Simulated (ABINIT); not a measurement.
Runs of ABINIT 10.8.3 (patched build) on Ti. It takes space group P6/mmm (No. 191, hexagonal). Conventional cell: a = 4.567 Å, b = 4.567 Å, c = 2.826 Å, α = 90.00°, β = 90.00°, γ = 120.00°. Ti (site symmetry -6m2) is surrounded by 11 Ti at 2.64 to 2.99 Å. Ti (site symmetry 6/mmm) has 14 Ti at 2.83 to 2.99 Å as nearest neighbours. This isn't the form of Ti at room conditions, which is hcp.

```csv
level,dispersion computed by,gap on the mesh (eV),pressure (GPa),relaxed volume (Å³/atom)
PBE,-,none,0.0,(a)
PBE+D4,dftd4 4.3.1,none,0.0,16.89
PBE+D3,simple-dftd3 1.7.0,none,0.0,16.39
PBE+D3(BJ),simple-dftd3 1.7.0,none,0.0,16.28
```

Alike in all rows: task relaxation of cell and atoms; potentials or basis JTH PAW PBE v2.0; no spin polarisation; cell relaxed; k mesh 7 × 7 × 9; cutoff (eV) 408; smearing fermi-dirac 0.05 eV.

Estimate the missing entries.

(a) 17.18.

Caveats: pairwise dispersion overbinds metals, which lowers pressure and volume (some runs).

A gap of «none» marks a metal or a gap under the smearing width.
